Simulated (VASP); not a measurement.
Write the native input for VASP 6.6.1 that does the following.

```
Task                   : work function
Functional             : PBE
Potentials or basis    : VASP PAW PBE potentials, release 64 (Ru_pv)
Cutoff                 : 520 eV
k mesh                 : 11 × 11 × 1
Occupations            : gaussian, width 0.05 eV
Spin                   : no spin polarisation
Dipole correction      : yes
Further INCAR settings : ALGO = Normal; EDIFF = 1e-06
```

The structure of Ru lies in POSCAR:

```
Ru
1.0
    2.7082189719      0.0000000000      0.0000000000
   -1.3541094860      2.3453864287      0.0000000000
    0.0000000000      0.0000000000     23.8450061240
Ru
5
Direct
    0.6666666667      0.3333333333      0.3145312675
    0.3333333333      0.6666666667      0.4072656338
    0.0000000000      0.0000000000      0.5000000000
    0.6666666667      0.3333333333      0.5927343662
    0.3333333333      0.6666666667      0.6854687325
```

The cell isn't the ideal one: the (1 1 1) slab of Ru, cut from the database cell, not relaxed.

These files were run (other wordings do the same):

INCAR

```
  ALGO = Normal
  DIPOL = 0.5 0.5 0.500
  EDIFF = 1E-6
  ENCUT = 520
  GGA = PE
  IDIPOL = 3
  ISIF = 2
  ISMEAR = 0
  LASPH = True
  LCHARG = True
  LDIPOL = True
  LELF = True
  LREAL = False
  LVACPOTAV = True
  LVHAR = True
  LWAVE = False
  NELM = 100
  PREC = Accurate
  SIGMA = 0.05
```

KPOINTS

```
k-points
0
Gamma
  11 11 1
```

Potentials or basis: VASP PAW PBE potentials, release 64 (Ru_pv).

Run with:

```sh
$ cat potpaw_PBE.64/Ru_pv/POTCAR > POTCAR
$ mpirun -np 1 vasp_std > vasp.out
```

Results of the run:

```json
{
 "Largest force": "0.954 eV/Å",
 "Band gap on the k mesh": "none (metal or under the smearing width)",
 "Work function of the upper face": "5.07 eV",
 "Work function of the lower face": "5.07 eV"
}
```

Run time: 110 s on 1 thread of AMD EPYC 9R45 96-Core Processor (Zen 5), with other jobs on the host, peak memory 0.26 GiB.
